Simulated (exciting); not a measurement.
# Nb (Im-3m) in exciting: reference runs

Aim: a first look at Nb with PBE, on the cell as given and on a disturbed one, then over a range of volumes.

Program: exciting (release sodium). These are calculated values, not measurements. Logs are shortened: lines on timing, memory, paths and dates and some standing lists are left out, and cuts for length are marked.

**The experiment to reproduce.**

“Pressure effects on the electronic structure and superconductivity of (TaNb)0.67(HfZrTi)0.33 high entropy alloy”, 2019, arxiv:1910.08312 quotes, for a bulk crystal of Nb: bulk modulus 169 GPa.

The results are compared with them further down.

**1. The structure**

It takes space group Im-3m (No. 229, cubic). The conventional cell has a = 3.328 Å, b = 3.328 Å, c = 3.328 Å, α = 90.00°, β = 90.00°, γ = 90.00°. Nb (site symmetry m-3m) has 8 Nb at 2.88 Å as nearest neighbours.

**2. Single point, PBE**

Input file input.xml:

```xml
<input>
  <title>Nb</title>
  <structure speciespath="./" tshift="false">
    <crystal scale="1">
      <basevect>-3.144409785071 3.144409785071 3.144409785071</basevect>
      <basevect>3.144409785071 -3.144409785071 3.144409785071</basevect>
      <basevect>3.144409785071 3.144409785071 -3.144409785071</basevect>
    </crystal>
    <species speciesfile="Nb.xml" rmt="2.3">
      <atom coord="0.000000000000 0.000000000000 0.000000000000"/>
    </species>
  </structure>
  <groundstate do="fromscratch" ngridk="11 11 11" rgkmax="9" gmaxvr="14" lmaxapw="10" lmaxmat="10" lmaxvr="8" xctype="GGA_PBE" stype="Fermi Dirac" swidth="0.00183747" nempty="12" ValenceRelativity="iora*" epsengy="1e-05" epspot="1e-05" maxscl="60" tforce="true" outputlevel="normal"/>
</input>
```

Potentials or basis: all-electron LAPW+lo, shipped species files, valence relativity iora*.

Launch:

```
$ OMP_NUM_THREADS=1 exciting_smp
```

INFO.OUT:

```text
================================================================================
EXCITING SODIUM started
[... 10 lines left out ...]

 Lattice vectors (cartesian) :
     -3.1444097851      3.1444097851      3.1444097851
      3.1444097851     -3.1444097851      3.1444097851
      3.1444097851      3.1444097851     -3.1444097851

 Reciprocal lattice vectors (cartesian) :
     -0.0000000000      0.9991040826      0.9991040826
      0.9991040826     -0.0000000000      0.9991040826
      0.9991040826      0.9991040826     -0.0000000000

 Unit cell volume                           :     124.3590536786
 Brillouin zone volume                      :       1.9946293101

 Species :    1 (Nb)
     parameters loaded from                 :    Nb.xml
     name                                   :    niobium
     nuclear charge                         :     -41.00000000
     electronic charge                      :      41.00000000
     atomic mass                            :  169357.97030000
     muffin-tin radius                      :       2.30000000
     # of radial points in muffin-tin       :     400

     atomic positions (lattice) :
       1 :   0.00000000  0.00000000  0.00000000

 Total number of atoms per unit cell        :       1

 Spin treatment                             :    spin-unpolarised

 Number of Bravais lattice symmetries       :      48
 Number of crystal symmetries               :      48

 k-point grid                               :      11   11   11
 Total number of k-points                   :      56
 k-point set is reduced with crystal symmetries

 R^MT_min * |G+k|_max (rgkmax)              :       9.00000000
 Species with R^MT_min                      :       1 (Nb)
 Maximum |G+k| for APW functions            :       3.91304348
 Maximum |G| for potential and density      :      14.00000000

 G-vector grid sizes                        :      25    25    25
 Total number of G-vectors                  :    5775

 Maximum angular momentum used for
     APW functions                          :      10
     computing H and O matrix elements      :      10
     potential and density                  :       8
     inner part of muffin-tin               :       2

 Total nuclear charge                       :     -41.00000000
 Total electronic charge                    :      41.00000000
 Total core charge                          :      28.00000000
 Total valence charge                       :      13.00000000

 Number of empty states                     :      12
 Total number of valence states             :      19

 Maximum Hamiltonian size                   :     153
 Maximum number of plane-waves              :     140
 Total number of local-orbitals             :      13

 Exchange-correlation type                  :      20
[... 23 lines left out ...]
+ SCF iteration number :    1                                                  +
++++++++++++++++++++++++++++++++++++++++++++++++++++++++++++++++++++++++++++++++
 Total energy                               :     -3814.16622076
 _______________________________________________________________
 Fermi energy                               :         0.44818278
 Kinetic energy                             :      3958.29383601
 Coulomb energy                             :     -7653.53700864
 Exchange energy                            :      -116.79270126
 Correlation energy                         :        -2.13034686

 DOS at Fermi energy (states/Ha/cell)       :        27.00070459

 Electron charges :
     core                                   :        28.00000000
     core leakage                           :         0.00000950
     valence                                :        13.00000000
     interstitial                           :         2.77287611
     charge in muffin-tin spheres :
                  atom     1    Nb          :        38.22712389
     total charge in muffin-tins            :        38.22712389
     total charge                           :        41.00000000

++++++++++++++++++++++++++++++++++++++++++++++++++++++++++++++++++++++++++++++++
+ SCF iteration number :    2                                                  +
++++++++++++++++++++++++++++++++++++++++++++++++++++++++++++++++++++++++++++++++
 Total energy                               :     -3817.56546148
 _______________________________________________________________
 Fermi energy                               :         0.44167191
 Kinetic energy                             :      3956.21683661
 Coulomb energy                             :     -7654.77743514
 Exchange energy                            :      -116.87491687
 Correlation energy                         :        -2.12994609

 DOS at Fermi energy (states/Ha/cell)       :        39.52979536

 Electron charges :
     core                                   :        28.00000000
     core leakage                           :         0.00000920
     valence                                :        13.00000000
     interstitial                           :         2.69710181
     charge in muffin-tin spheres :
                  atom     1    Nb          :        38.30289819
     total charge in muffin-tins            :        38.30289819
     total charge                           :        41.00000000

 RMS change in effective potential (target) :  0.519412E-01  ( 0.100000E-04)
 Absolute change in total energy   (target) :   3.39924      ( 0.100000E-04)
 Charge distance                   (target) :  0.422943E-02  ( 0.100000E-04)
 Abs. change in max-nonIBS-force   (target) :   0.00000      ( 0.500000E-04)

++++++++++++++++++++++++++++++++++++++++++++++++++++++++++++++++++++++++++++++++
+ SCF iteration number :    3                                                  +
++++++++++++++++++++++++++++++++++++++++++++++++++++++++++++++++++++++++++++++++
 Total energy                               :     -3819.40016147
 _______________________________________________________________
 Fermi energy                               :         0.43769659
 Kinetic energy                             :      3955.02184009
 Coulomb energy                             :     -7655.37176056
 Exchange energy                            :      -116.92058007
 Correlation energy                         :        -2.12966092

 DOS at Fermi energy (states/Ha/cell)       :        43.60145294

 Electron charges :
     core                                   :        28.00000000
     core leakage                           :         0.00000905
     valence                                :        13.00000000
     interstitial                           :         2.64981763
     charge in muffin-tin spheres :
                  atom     1    Nb          :        38.35018237
     total charge in muffin-tins            :        38.35018237
     total charge                           :        41.00000000
[... 185 lines left out ...]
 DOS at Fermi energy (states/Ha/cell)       :        48.40314791

 Electron charges :
     core                                   :        28.00000000
     core leakage                           :         0.00000901
     valence                                :        13.00000000
     interstitial                           :         2.60155627
     charge in muffin-tin spheres :
                  atom     1    Nb          :        38.39844373
     total charge in muffin-tins            :        38.39844373
     total charge                           :        41.00000000

 RMS change in effective potential (target) :  0.765542E-08  ( 0.100000E-04)
 Absolute change in total energy   (target) :  0.260478E-05  ( 0.100000E-04)
 Charge distance                   (target) :  0.344023E-08  ( 0.100000E-04)
 Abs. change in max-nonIBS-force   (target) :   0.00000      ( 0.500000E-04)

++++++++++++++++++++++++++++++++++++++++++++++++++++++++++++++++++++++++++++++++
+ SCF iteration number :   11                                                  +
++++++++++++++++++++++++++++++++++++++++++++++++++++++++++++++++++++++++++++++++
 Total energy                               :     -3820.47341055
 _______________________________________________________________
 Fermi energy                               :         0.43421824
 Kinetic energy                             :      3954.08150090
 Coulomb energy                             :     -7655.47360703
 Exchange energy                            :      -116.95196971
 Correlation energy                         :        -2.12933471

 DOS at Fermi energy (states/Ha/cell)       :        48.40312174

 Electron charges :
     core                                   :        28.00000000
     core leakage                           :         0.00000901
     valence                                :        13.00000000
     interstitial                           :         2.60155627
     charge in muffin-tin spheres :
                  atom     1    Nb          :        38.39844373
     total charge in muffin-tins            :        38.39844373
     total charge                           :        41.00000000

 RMS change in effective potential (target) :  0.675887E-08  ( 0.100000E-04)
 Absolute change in total energy   (target) :  0.169235E-06  ( 0.100000E-04)
 Charge distance                   (target) :  0.491499E-09  ( 0.100000E-04)
 Abs. change in max-nonIBS-force   (target) :   0.00000      ( 0.500000E-04)

++++++++++++++++++++++++++++++++++++++++++++++++++++++++++++++++++++++++++++++++
| Convergency criteria checked for the last 2 iterations                       +
| Convergence targets achieved. Performing final SCF iteration                 +
++++++++++++++++++++++++++++++++++++++++++++++++++++++++++++++++++++++++++++++++
 Total energy                               :     -3820.47340849
 _______________________________________________________________
 Fermi energy                               :         0.43421823
 Kinetic energy                             :      3954.08150175
 Coulomb energy                             :     -7655.47360591
 Exchange energy                            :      -116.95196962
 Correlation energy                         :        -2.12933472

 DOS at Fermi energy (states/Ha/cell)       :        48.40318754

 Electron charges :
     core                                   :        28.00000000
     core leakage                           :         0.00000901
     valence                                :        13.00000000
     interstitial                           :         2.60155639
     charge in muffin-tin spheres :
                  atom     1    Nb          :        38.39844361
     total charge in muffin-tins            :        38.39844361
     total charge                           :        41.00000000

++++++++++++++++++++++++++++++++++++++++++++++++++++++++++++++++++++++++++++++++
+ Self-consistent loop stopped                                                 +
++++++++++++++++++++++++++++++++++++++++++++++++++++++++++++++++++++++++++++++++
 STATE.OUT is written

--------------------------------------------------------------------------------
- Writing atomic positions and forces                                          -
--------------------------------------------------------------------------------

 Atomic positions (lattice) :
 atom     1  Nb  :     0.00000000    0.00000000    0.00000000

 Total atomic forces including IBS (cartesian) :
 atom     1  Nb  :     0.00000000    0.00000000    0.00000000

 Atomic force components including IBS (cartesian) :
 atom     1  Nb  :     0.00000000    0.00000000    0.00000000   HF force
                 :     0.00000000    0.00000000    0.00000000   core correction
                 :     0.00000000    0.00000000    0.00000000   IBS correction

********************************************************************************
[... 7 lines left out ...]
| EXCITING SODIUM stopped                                                      =
================================================================================
```

Run time: 22 s. Hardware: 1 thread of Arm Neoverse V1, shared host; peak memory 0.1 GiB.

What came out:

```
Free energy                                       : -103960.3923 eV
Band gap on the k mesh                            : none (metal or under the smearing width)
All electrons inside the program's atomic spheres : Nb 38.40 (radii Nb 2.3 bohr)
```

Levels at points of the mesh, in eV from the Fermi level:
```csv
k point,band 3,band 4,band 5,band 6,band 7,band 8,band 9,band 10
"(0.00, 0.00, 0.00)",-29.70,-29.70,-5.83,0.40,0.40,0.40,3.24,3.24
```

Caveat: the log's total energy holds no entropy term; the free energy is that total less TS from the occupations.

(Continued in part 2 of 2.)
